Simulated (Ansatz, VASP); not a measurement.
**Two plane-wave programs on Hf**

```
Hf
1.0
     0.00000    2.24312    2.24312
     2.24312    0.00000    2.24312
     2.24312    2.24312    0.00000
Hf
1
Direct
  0.00000 0.00000 0.00000
```

Alike in both runs: functional PBE; k mesh 15 × 15 × 15; occupations fermi-dirac, width 0.08 eV; no spin polarisation.

Ansatz relaxed the structure, and its values are those at the end. VASP's run is a single point on that final structure, the one shown.

|  | VASP | Ansatz |
| --- | --- | --- |
| version | VASP 6.6.1 | Ansatz 0.2.0 |
| potentials or method | VASP PAW PBE potentials, release 64 (Hf_pv) | PAW with Ansatz's default frozen-core files, scalar-relativistic |
| plane-wave cutoff (eV) | 520 | 420 |
| valence electrons in the cell | 10 | 26 |

Ansatz gave:

| Item | Value |
| --- | --- |
| pressure (GPa) | 0.0 |

Problem. What did VASP give for the same quantities?

Solution. Pressure (GPa): -0.4.

The functional is the same, so the differences come from potentials, cutoffs and numerics. The two sets of potentials don't hold the same shells in valence.

Spin-orbit coupling is left out, which matters for the levels of Hf.
